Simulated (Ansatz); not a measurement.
# Te: the cost of one run

Method: DFT PBEsol, scalar-relativistic, plane waves, PAW, in Ansatz 0.2.0.

## Step 1: The system as given

The structure is trigonal, space group R-3m (No. 166). The conventional cell has a = 3.816 Å, b = 3.816 Å, c = 27.662 Å, α = 90.00°, β = 90.00°, γ = 120.00°. Around Te (site symmetry -3m) lie 12 Te at 3.78 to 3.82 Å. Te (site symmetry 3m) is surrounded by 12 Te at 3.78 to 3.82 Å.

Structure file:

```
Te
1.0
     1.90790    1.10153    9.22078
    -1.90790    1.10153    9.22078
     0.00000   -2.20306    9.22078
Te
3
Direct
  0.00000 0.00000 0.00000
  0.22222 0.22222 0.22222
  0.77778 0.77778 0.77778
```

This is candidate A: samarium (9R) type (R-3m, No. 166).

(A quick probe on a coarse mesh, which set the mesh and smearing, is not shown.)

## Step 3: Rough relaxation on the coarse mesh (candidate A)

File input.yaml:

```yaml
crystal:
  lattice:
    - [1.9079043632, 1.1015290976, 9.2207820709]
    - [-1.9079043632, 1.1015290976, 9.2207820709]
    - [0.0, -2.2030581954, 9.2207820709]
  atoms:
    - { symbol: Te, position: [0.0, 0.0, 0.0] }
    - { symbol: Te, position: [0.22222, 0.22222, 0.22222] }
    - { symbol: Te, position: [0.77778, 0.77778, 0.77778] }
basis:
  ecutwfc: 420
kpoints:
  mp_grid: { grid: [6, 6, 6] }
hamiltonian:
  xc: pbesol
scf:
  occupations: { method: gaussian, width: 0.1 }
  lower_state_search: "off"
output:
  forces: true
  stress: true
  eigenvalues: true
relax:
  adjacent_minimum: "off"
  f_tol: 0.04
  max_steps: 70
  cell: { stress_tol: 0.4 }
```

What time and memory should one allow on 1 thread of an Arm CPU, shared host?

About 78 s, with a peak of 0.4 GiB.
